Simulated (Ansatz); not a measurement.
A relaxed cell of Al2O3 is given with its symmetry left out. The cell was found from a structure generator's guess, not taken from experiment.

The calculation used DFT PBE, scalar-relativistic, plane waves, PAW (Ansatz). Cutoff 420 eV, Γ-centred mesh, Gaussian smearing, no spin polarisation.

```xyz
5
Lattice="-1.3996 1.8683 4.4019 1.3996 -1.8683 4.4019 1.3996 1.8683 -4.4019" Properties=species:S:1:pos:R:3 pbc="T T T"
Al    0.0000    0.0000    5.7707
Al    0.0000    0.0000    3.0332
O     0.0000    1.8683    0.0000
O     1.3996    0.0000    1.7289
O     0.0000    1.8683    2.6730
```

The zero of energy is the elements' standard structures at the same level (O₂ as a molecule); no fitted shifts are applied.

Q: Find its symmetry and describe it.

A: Immm (No. 71). Conventional cell: a = 2.799 Å, b = 3.737 Å, c = 8.804 Å. Al is surrounded by 6 O at 1.90–1.96 Å; O on a site of symmetry mmm has 4 Al at 1.96 Å; O on a site of symmetry mm2 has 4 Al at 1.90–1.91 Å.

Q: What is its formation energy per atom?

A: −2.909 eV/atom. It lies below the elements, which doesn't yet make it stable against other compounds or structures.

Q: Is it a metal?

A: No, the gap on the 10×10×10 mesh is 5.20 eV.

The last run used a 10×10×10 mesh for its 5-atom cell and Gaussian smearing of 0.02 eV. Kohn–Sham gaps at this level usually fall short of measured ones. A structure relaxed within its symmetry needn't be a true minimum.
